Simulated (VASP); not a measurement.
# Hf (P6_3/mmc) in VASP: notebook

One crystal, Hf, is run at these levels: PBE; tasks: relaxation of cell and atoms.

Program: VASP 6.6.1. These are calculated values, not measurements. Logs are shortened: lines on timing, memory, paths and dates and some standing lists are left out, and cuts for length are marked.

### Step 1. The crystal as given

Symmetry: P6_3/mmc, No. 194, hexagonal system. The conventional cell has a = 3.197 Å, b = 3.197 Å, c = 5.058 Å, α = 90.00°, β = 90.00°, γ = 120.00°. Hf (site symmetry -6m2) is surrounded by 12 Hf at 3.13 to 3.20 Å.

### Step 2. Relaxation of cell and atoms, PBE

Input file INCAR:

```
SYSTEM = Hf
  PREC = Accurate
  ENCUT = 600
  EDIFF = 1E-6
  ISMEAR = -1
  SIGMA = 0.05
  LREAL = .False.
  LASPH = .True.
  NELM = 80
  ALGO = Normal
  ISIF = 3
  LWAVE = .False.
  LCHARG = .False.
  GGA = PE
  IBRION = 2
  NSW = 60
  EDIFFG = -0.005
```

Input file KPOINTS:

```
regular mesh
0
Gamma
  10 10 5
  0 0 0
```

Input file POSCAR:

```
Hf
1.0
    3.1967000000      0.0000000000      0.0000000000
   -1.5983500000      2.7684234083      0.0000000000
    0.0000000000      0.0000000000      5.0578000000
Hf
2
Direct
    0.6666666667      0.3333333333      0.7500000000
    0.3333333333      0.6666666667      0.2500000000
```

Potentials or basis: VASP PAW PBE potentials, release 64 (Hf_sv_GW).

On the command line:

```
$ cat potpaw_PBE.64/Hf_sv_GW/POTCAR > POTCAR
$ mpirun -np 1 vasp_std > vasp.out
```

OUTCAR:

```text
SYSTEM = Hf
   PREC = Accurate
   ENCUT = 600
   EDIFF = 1E-6
   ISMEAR = -1
   LREAL = .False.
   LASPH = .True.
   NELM = 80
   ISIF = 3
   GGA = PE
   IBRION = 2
   NSW = 60
   EDIFFG = -0.005

 ion  position               nearest neighbor table
   1  0.667  0.333  0.750-   2 3.13   2 3.13   2 3.13   2 3.13   2 3.13   2 3.13
   2  0.333  0.667  0.250-   1 3.13   1 3.13   1 3.13   1 3.13   1 3.13   1 3.13

  LATTYP: Found a hexagonal cell.
 ALAT       =     3.1967000000
 C/A-ratio  =     1.5821941377

  Lattice vectors:

 A1 = (   3.1967000000,   0.0000000000,   0.0000000000)
 A2 = (  -1.5983500000,   2.7684234083,   0.0000000000)
 A3 = (   0.0000000000,   0.0000000000,   5.0578000000)

Analysis of symmetry for initial positions (statically):
=====================================================================
 Subroutine PRICEL returns:
 Original cell was already a primitive cell.

 Routine SETGRP: Setting up the symmetry group for a
 hexagonal supercell.

 Subroutine GETGRP returns: Found 24 space group operations
 (whereof 12 operations were pure point group operations)
 out of a pool of 24 trial point group operations.

The static configuration has the point symmetry D_3d.
 The point group associated with its full space group is D_6h.

Analysis of symmetry for dynamics (positions and initial velocities):
=====================================================================
 Subroutine PRICEL returns:
 Original cell was already a primitive cell.

 Routine SETGRP: Setting up the symmetry group for a
 hexagonal supercell.

 Subroutine GETGRP returns: Found 24 space group operations
 (whereof 12 operations were pure point group operations)
 out of a pool of 24 trial point group operations.

The dynamic configuration has the point symmetry D_3d.
 The point group associated with its full space group is D_6h.

 Subroutine INISYM returns: Found 24 space group operations
 (whereof 12 operations are pure point group operations),
 and found     1 'primitive' translations

----------------------------------------------------------------------------------------

                                     Primitive cell

  volume of cell :      44.7606

[... 111 lines left out ...]
  Thomas-Fermi vector in A             =   2.459106
   LORBIT       =      0    0 simple, 1 ext, 2 COOP (PROOUT), +10 PAW based schemes
   GGA     = PE    functional components
   LHFCALC =     F    Hartree Fock is set to
   AEXX    =    0.0000 exact exchange contribution
   IVDW    =     0    specifies the selected vdW correction
   LEPSILON=     F    determine dielectric tensor
   LRPA    =     F    only Hartree local field effects (RPA)
 conjugate gradient relaxation of ions
 non-spin polarized calculation
  energy-cutoff  :      600.00
  volume of cell :       44.76
 maximum number of plane-waves:      1518
 NGX is ok and might be reduce to    28
   NGX = 13   NGY = 13   NGZ = 21

--------------------------------------- Ionic step        1  -------------------------------------------

 number of electron      23.9999996 magnetization

 Free energy of the ion-electron system (eV)
  ---------------------------------------------------
  ext. energy  EPLUGINS =         0.00000000
  ---------------------------------------------------
  free energy    TOTEN  =       -25.54096295 eV

  energy without entropy =      -25.52995855  energy(sigma->0) =      -25.53546075

------------------------ aborting loop because EDIFF is reached ----------------------------------------

  FORCE on cell =-STRESS in cart. coord.  units (eV):
  Direction    XX          YY          ZZ          XY          YZ          ZX
  --------------------------------------------------------------------------------------
  -------------------------------------------------------------------------------------
  Total        0.1219538      0.1219538      0.0123931      0.0000000     -0.0000000      0.0000000
  in kB        4.3652583      4.3652583      0.4436028      0.0000000     -0.0000000      0.0000000
  external PRESSURE =       3.0580398 kB  Pullay stress =       0.0000000 kB
[... 89 lines left out ...]
  FREE ENERGIE OF THE ION-ELECTRON SYSTEM (eV)
  ---------------------------------------------------
  free  energy   TOTEN  =       -25.5411635980 eV

  energy  without entropy=      -25.5300869993  energy(sigma->0) =      -25.53562530

[... ionic steps 4 to 11 ...]

--------------------------------------- Ionic step       12  -------------------------------------------

 number of electron      23.9999996 magnetization

------------------------ aborting loop because EDIFF is reached ----------------------------------------
[... 67 lines left out ...]
--------------------------------------- Ionic step       14  -------------------------------------------

 number of electron      23.9999996 magnetization

 Free energy of the ion-electron system (eV)
  ---------------------------------------------------
  ext. energy  EPLUGINS =         0.00000000
  ---------------------------------------------------
  free energy    TOTEN  =       -25.54119814 eV

  energy without entropy =      -25.53021490  energy(sigma->0) =      -25.53570652

 E-fermi :   8.7362     XC(G=0): -11.6976

 val. band max:        8.7287666874   @ k =   0.1000   0.1000   0.4000
 cond. band min:       8.7397891901   @ k =   0.1000   0.1000   0.2000
 fundamental gap:      0.0110225027
 Fermi energy:         8.7361543487

 k-point     1 :       0.0000    0.0000    0.0000
  band No.  band energies     occupation
      1     -53.2672      2.00000
      2     -53.1966      2.00000
      3     -22.3457      2.00000
      4     -21.6116      2.00000
      5     -21.6116      2.00000
      6     -21.4840      2.00000
[... 433 lines left out ...]
      3     -22.1992      2.00000
      4     -22.0720      2.00000
      5     -21.8924      2.00000
      6     -21.7763      2.00000
[... 8 lines left out ...]
     15      10.3749      0.00000
     16      13.5007      0.00000

 [... further k-points ...]

------------------------ aborting loop because EDIFF is reached ----------------------------------------

  FORCE on cell =-STRESS in cart. coord.  units (eV):
  Direction    XX          YY          ZZ          XY          YZ          ZX
  --------------------------------------------------------------------------------------
  -------------------------------------------------------------------------------------
  Total       -0.0014937     -0.0014937      0.0000673     -0.0000000      0.0000000      0.0000000
  in kB       -0.0533103     -0.0533103      0.0024020     -0.0000000      0.0000000      0.0000000
  external PRESSURE =      -0.0347396 kB  Pullay stress =       0.0000000 kB
[... 17 lines left out ...]
  FREE ENERGIE OF THE ION-ELECTRON SYSTEM (eV)
  ---------------------------------------------------
  free  energy   TOTEN  =       -25.5411981375 eV

  energy  without entropy=      -25.5302148952  energy(sigma->0) =      -25.53570652

 reached required accuracy - stopping structural energy minimisation
```

OSZICAR:

```text
N       E                     dE             d eps       ncg     rms          rms(c)
DAV:   1     0.257131405366E+03    0.25713E+03   -0.15829E+04  1352   0.160E+03
DAV:   2    -0.123545486508E+02   -0.26949E+03   -0.26691E+03  1944   0.403E+02
DAV:   3    -0.266717163539E+02   -0.14317E+02   -0.14249E+02  1752   0.995E+01
[... 84 lines left out ...]
DAV:   1    -0.255411982084E+02    0.73654E-06   -0.91976E-06  1472   0.299E-02    0.333E-02
DAV:   2    -0.255411979712E+02    0.23716E-06   -0.60880E-07   744   0.699E-03
  13 F= -.25541198E+02 E0= -.25535706E+02  d E =0.538717E-06
       N       E                     dE             d eps       ncg     rms          rms(c)
DAV:   1    -0.255411980698E+02    0.13863E-06   -0.30544E-07   744   0.508E-03    0.187E-02
DAV:   2    -0.255411981375E+02   -0.67760E-07   -0.75955E-08   704   0.210E-03
  14 F= -.25541198E+02 E0= -.25535707E+02  d E =0.372434E-06
```

Run time: 2.5 min. Hardware: 1 thread of Intel Xeon Platinum 8488C (Sapphire Rapids), shared host; peak memory 0.2 GiB.

What came out:

* Free energy: -25.5412 eV
* Relaxed volume: 22.45 Å³/atom
* Relaxed cell: a = 3.203 Å, b = 3.203 Å, c = 5.052 Å, α = 90.00°, β = 90.00°, γ = 120.00°
* Space group after relaxing (to 0.05 Å): P6_3/mmc (No. 194)
* Energy gained by relaxing: 0.1 meV/atom
* Ionic steps: 14
* Pressure after relaxing: 0.0 GPa
* Band gap on the k mesh: none (metal or under the smearing width)

Step by step:
```
step  energy change (eV)  largest force (eV/Å)  pressure (GPa)  volume (Å³)
   1              0.0000                0.0000            0.31        44.76
   2             -0.0001                0.0000           -0.36        45.04
   3             -0.0002                0.0000           -0.06        44.91
   4             -0.0002                0.0000           -0.03        44.89
   5             -0.0002                0.0000            0.04        44.88
   6             -0.0002                0.0000            0.02        44.89
   7             -0.0002                0.0000            0.03        44.89
   8             -0.0002                0.0000            0.03        44.89
   9             -0.0002                0.0000            0.02        44.89
  10             -0.0002                0.0000           -0.02        44.91
  11             -0.0002                0.0000           -0.10        44.90
  12             -0.0002                0.0000           -0.08        44.89
  13             -0.0002                0.0000           -0.03        44.89
  14             -0.0002                0.0000            0.00        44.89
```

Final structure:
```
Hf
1.0
     3.20307    0.00000    0.00000
    -1.60153    2.77394    0.00000
     0.00000    0.00000    5.05243
Hf
2
Direct
  0.66667 0.33333 0.75000
  0.33333 0.66667 0.25000
```

Levels at points of the mesh, in eV from the Fermi level:
| k point | band 8 | band 9 | band 10 | band 11 | band 12 | band 13 | band 14 | band 15 | band 16 |
| --- | --- | --- | --- | --- | --- | --- | --- | --- | --- |
| (0.00, 0.00, 0.00) | -30.22 | -7.35 | -3.68 | 0.66 | 1.18 | 1.18 | 1.49 | 2.01 | 2.01 |
| (0.50, 0.00, 0.00) | -30.31 | -3.34 | -2.73 | -2.20 | -0.81 | 0.78 | 0.89 | 1.70 | 5.85 |

Spin-orbit coupling is left out, which matters for the levels of Hf.

### Step 3. Relaxation of cell and atoms, PBE

INCAR is that of step 2.

KPOINTS is that of step 2.

POSCAR is that of step 2.

Potentials or basis: VASP PAW PBE potentials, release 54 (Hf_pv).

On the command line:

```
$ cat potpaw_PBE.54/Hf_pv/POTCAR > POTCAR
$ mpirun -np 1 vasp_std > vasp.out
```

OUTCAR:

```text
SYSTEM = Hf
   PREC = Accurate
   ENCUT = 600
   EDIFF = 1E-6
   ISMEAR = -1
   LREAL = .False.
   LASPH = .True.
   NELM = 80
   ISIF = 3
   GGA = PE
   IBRION = 2
   NSW = 60
   EDIFFG = -0.005

 ion  position               nearest neighbor table
   1  0.667  0.333  0.750-   2 3.13   2 3.13   2 3.13   2 3.13   2 3.13   2 3.13
   2  0.333  0.667  0.250-   1 3.13   1 3.13   1 3.13   1 3.13   1 3.13   1 3.13

  LATTYP: Found a hexagonal cell.
 ALAT       =     3.1967000000
 C/A-ratio  =     1.5821941377

  Lattice vectors:

 A1 = (   3.1967000000,   0.0000000000,   0.0000000000)
 A2 = (  -1.5983500000,   2.7684234083,   0.0000000000)
 A3 = (   0.0000000000,   0.0000000000,   5.0578000000)

Analysis of symmetry for initial positions (statically):
=====================================================================
 Subroutine PRICEL returns:
 Original cell was already a primitive cell.

 Routine SETGRP: Setting up the symmetry group for a
 hexagonal supercell.

 Subroutine GETGRP returns: Found 24 space group operations
 (whereof 12 operations were pure point group operations)
 out of a pool of 24 trial point group operations.

The static configuration has the point symmetry D_3d.
 The point group associated with its full space group is D_6h.

Analysis of symmetry for dynamics (positions and initial velocities):
[... 310 lines left out ...]
  ext. energy  EPLUGINS =         0.00000000
  ---------------------------------------------------
  free energy    TOTEN  =       -19.85568297 eV

  energy without entropy =      -19.84480552  energy(sigma->0) =      -19.85024425

 E-fermi :   4.8931     XC(G=0): -11.2737

 val. band max:        4.8846948668   @ k =   0.0000   0.0000   0.4000
 cond. band min:       4.8951529756   @ k =   0.1000   0.1000   0.2000
 fundamental gap:      0.0104581088
 Fermi energy:         4.8930950211

 k-point     1 :       0.0000    0.0000    0.0000
  band No.  band energies     occupation
      1     -26.1755      2.00000
      2     -25.4342      2.00000
      3     -25.4342      2.00000
      4     -25.3084      2.00000
      5     -25.3050      2.00000
      6     -25.3050      2.00000
      7      -2.4696      2.00000
      8       1.2100      2.00000
      9       5.5669      0.00000
     10       6.0791      0.00000
     11       6.0791      0.00000
     12       6.3936      0.00000
     13       6.9068      0.00000
     14       6.9068      0.00000
[... 377 lines left out ...]
      1     -26.0256      2.00000
      2     -25.8974      2.00000
      3     -25.7184      2.00000
      4     -25.6001      2.00000
      5     -25.5049      2.00000
      6     -25.4332      2.00000
      7       1.4514      2.00000
      8       2.4228      2.00000
      9       3.2400      2.00000
     10       3.7901      2.00000
     11       5.5443      0.00000
     12       5.8975      0.00000
     13       6.5393      0.00000
     14       9.6627      0.00000

 [... further k-points ...]

------------------------ aborting loop because EDIFF is reached ----------------------------------------

  FORCE on cell =-STRESS in cart. coord.  units (eV):
  Direction    XX          YY          ZZ          XY          YZ          ZX
  --------------------------------------------------------------------------------------
  -------------------------------------------------------------------------------------
  Total        0.0006490      0.0006490      0.0002931     -0.0000000     -0.0000000      0.0000000
  in kB        0.0231929      0.0231929      0.0104758     -0.0000000     -0.0000000      0.0000000
  external PRESSURE =       0.0189539 kB  Pullay stress =       0.0000000 kB
[... 17 lines left out ...]
  FREE ENERGIE OF THE ION-ELECTRON SYSTEM (eV)
  ---------------------------------------------------
  free  energy   TOTEN  =       -19.8556829750 eV

  energy  without entropy=      -19.8448055196  energy(sigma->0) =      -19.85024425

 reached required accuracy - stopping structural energy minimisation
```

OSZICAR:

```text
N       E                     dE             d eps       ncg     rms          rms(c)
DAV:   1     0.498907629161E+02    0.49891E+02   -0.12535E+04  1176   0.151E+03
DAV:   2    -0.185375639535E+02   -0.68428E+02   -0.67331E+02  1470   0.286E+02
DAV:   3    -0.205471902312E+02   -0.20096E+01   -0.19859E+01  1566   0.316E+01
DAV:   4    -0.205674860431E+02   -0.20296E-01   -0.20276E-01  1380   0.386E+00
[... 32 lines left out ...]
DAV:   1    -0.198557123173E+02   -0.35837E-04   -0.14469E-03  1188   0.321E-01    0.625E-02
DAV:   2    -0.198556916219E+02    0.20695E-04   -0.38035E-05  1464   0.501E-02    0.172E-02
DAV:   3    -0.198556846767E+02    0.69451E-05   -0.88215E-06  1452   0.220E-02    0.958E-03
DAV:   4    -0.198556832648E+02    0.14120E-05   -0.25960E-06  1110   0.125E-02    0.691E-03
DAV:   5    -0.198556829750E+02    0.28978E-06   -0.41219E-07   636   0.546E-03
   5 F= -.19855683E+02 E0= -.19850244E+02  d E =-.260728E-04
```

CONTCAR:

```text
Hf
   1.00000000000000
     3.2019909328174658    0.0000000000000000   -0.0000000000000000
    -1.6009954664087329    2.7730054905297523    0.0000000000000000
     0.0000000000000000    0.0000000000000000    5.0492587984507367
  Hf
     2
Direct
     0.6666666667000030    0.3333333332999970    0.7500000000000000
     0.3333333332999970    0.6666666667000030    0.2500000000000000

  0.00000000E+00  0.00000000E+00  0.00000000E+00
  0.00000000E+00  0.00000000E+00  0.00000000E+00
```

Wall time 50 s (1 thread of Intel Xeon Platinum 8488C (Sapphire Rapids), shared host); peak memory 0.19 GiB.

Results:

| Item | Value |
| --- | --- |
| Free energy | -19.8557 eV |
| Relaxed volume | 22.42 Å³/atom |
| Relaxed cell | a = 3.202 Å, b = 3.202 Å, c = 5.049 Å, α = 90.00°, β = 90.00°, γ = 120.00° |
| Space group after relaxing (to 0.05 Å) | P6_3/mmc (No. 194) |
| Energy gained by relaxing | 0.1 meV/atom |
| Ionic steps | 5 |
| Pressure after relaxing | 0.0 GPa |
| Band gap on the k mesh | none (metal or under the smearing width) |

Step by step:
```
step  energy change (eV)  largest force (eV/Å)  pressure (GPa)  volume (Å³)
   1              0.0000                0.0000            0.16        44.76
   2             -0.0001                0.0000           -0.17        44.90
   3             -0.0001                0.0000           -0.10        44.87
   4             -0.0002                0.0000            0.04        44.82
   5             -0.0002                0.0000            0.00        44.83
```

Final structure:
```yaml
crystal:
  lattice:
    - [3.20199, 0.00000, 0.00000]
    - [-1.60100, 2.77301, 0.00000]
    - [0.00000, 0.00000, 5.04926]
  atoms:
    - { symbol: Hf, position: [0.66667, 0.33333, 0.75000] }
    - { symbol: Hf, position: [0.33333, 0.66667, 0.25000] }
```

Levels at points of the mesh, in eV from the Fermi level:
| k point | band 7 | band 8 | band 9 | band 10 | band 11 | band 12 | band 13 | band 14 |
| --- | --- | --- | --- | --- | --- | --- | --- | --- |
| (0.00, 0.00, 0.00) | -7.36 | -3.68 | 0.67 | 1.19 | 1.19 | 1.50 | 2.01 | 2.01 |
| (0.50, 0.00, 0.00) | -3.34 | -2.73 | -2.20 | -0.81 | 0.78 | 0.90 | 1.71 | 5.87 |
